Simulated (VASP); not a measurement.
## Te2Mo: band structure with TB-mBJ

**The experiment to reproduce.**

From “Broadband infrared study of pressure-tunable Fano resonance and metallization transition in 2H-MoTe2”, 2022, pmc:9569381, for a bulk crystal of Te2Mo at 300 K: band gap 0.88 ± 0.05 eV (indirect).

The system is Te2Mo.

```
Te Mo
1.0
     3.49568    0.00000    0.00000
    -1.74784    3.02735    0.00000
     0.00000    0.00000   13.69484
Te Mo
4 2
Direct
  0.33333 0.66667 0.61724
  0.66667 0.33333 0.11724
  0.33333 0.66667 0.88276
  0.66667 0.33333 0.38276
  0.33333 0.66667 0.25000
  0.66667 0.33333 0.75000
```

```json
{"Program": "VASP 6.6.1", "Task": "band structure", "Functional": "TB-mBJ", "Potentials or basis": "VASP PAW PBE potentials, release 64 (Te, Mo_sv)", "Cutoff": "520 eV", "k mesh": "9 × 9 × 2", "Occupations": "gaussian, width 0.03 eV", "Spin": "no spin polarisation", "Further INCAR settings": "ALGO = Normal; EDIFF = 1e-06"}
```

* Band gap on the k mesh: 0.76 eV, indirect (least direct gap 1.09 eV)
* Band gap along the path: 0.69 eV, indirect (least direct gap 1.09 eV)

Levels at the corners of the path, in eV from the valence-band top:
```csv
point,band 22,band 23,band 24,band 25,band 26,band 27,band 28,band 29,band 30,band 31
Γ,-1.11,-1.06,-1.06,-0.25,0.00,2.85,2.85,3.03,3.03,3.03
M,-1.96,-1.01,-0.96,-0.70,-0.32,1.28,1.36,1.46,1.85,2.59
M,-1.96,-1.01,-0.96,-0.70,-0.32,1.28,1.36,1.46,1.85,2.59
K,-3.17,-1.94,-1.94,-0.30,-0.05,1.04,1.04,1.06,2.17,2.28
K,-3.17,-1.94,-1.94,-0.30,-0.05,1.04,1.04,1.06,2.17,2.28
Γ,-1.11,-1.06,-1.06,-0.25,0.00,2.85,2.85,3.03,3.03,3.03
Γ,-1.11,-1.06,-1.06,-0.25,0.00,2.85,2.85,3.03,3.03,3.03
A,-1.09,-1.09,-1.09,-0.07,-0.07,2.89,2.89,2.89,2.91,3.26
A,-1.09,-1.09,-1.09,-0.07,-0.07,2.89,2.89,2.89,2.89,3.26
L,-2.10,-0.97,-0.97,-0.51,-0.51,1.31,1.31,1.68,1.68,3.08
L,-2.10,-0.97,-0.97,-0.51,-0.51,1.31,1.31,1.68,1.68,3.08
H,-2.73,-2.18,-2.18,-0.21,-0.21,1.05,1.05,1.57,1.57,2.36
H,-2.73,-2.18,-2.18,-0.21,-0.21,1.05,1.05,1.57,1.57,2.36
A,-1.09,-1.09,-1.09,-0.07,-0.07,2.89,2.89,2.89,2.89,3.26
L,-2.10,-0.97,-0.97,-0.51,-0.51,1.31,1.31,1.68,1.68,3.08
M,-1.96,-1.01,-0.96,-0.70,-0.32,1.28,1.36,1.46,1.85,2.59
K,-3.17,-1.94,-1.94,-0.30,-0.05,1.04,1.04,1.06,2.17,2.28
H,-2.73,-2.18,-2.18,-0.21,-0.21,1.05,1.05,1.57,1.57,2.36
```

It took 19 min on 2 MPI ranks on Intel(R) Xeon(R) Platinum 8175M CPU @ 2.50GHz (Skylake/Cascade Lake) (shared host), peak memory 0.39 GiB a rank.

Measured gap of Te2Mo: 0.88 eV (indirect; 300 K; quoted in “Broadband infrared study of pressure-tunable Fano resonance and metallization transition in 2H-MoTe2”, 2022, pmc:9569381). This calculation gives 0.69 eV (-0.19 eV). Spin-orbit coupling on Mo, Te is left out. The value is that of TB-mBJ, without temperature or zero-point motion.

Caveat: spin-orbit coupling is left out, which moves the levels of the heavy elements.
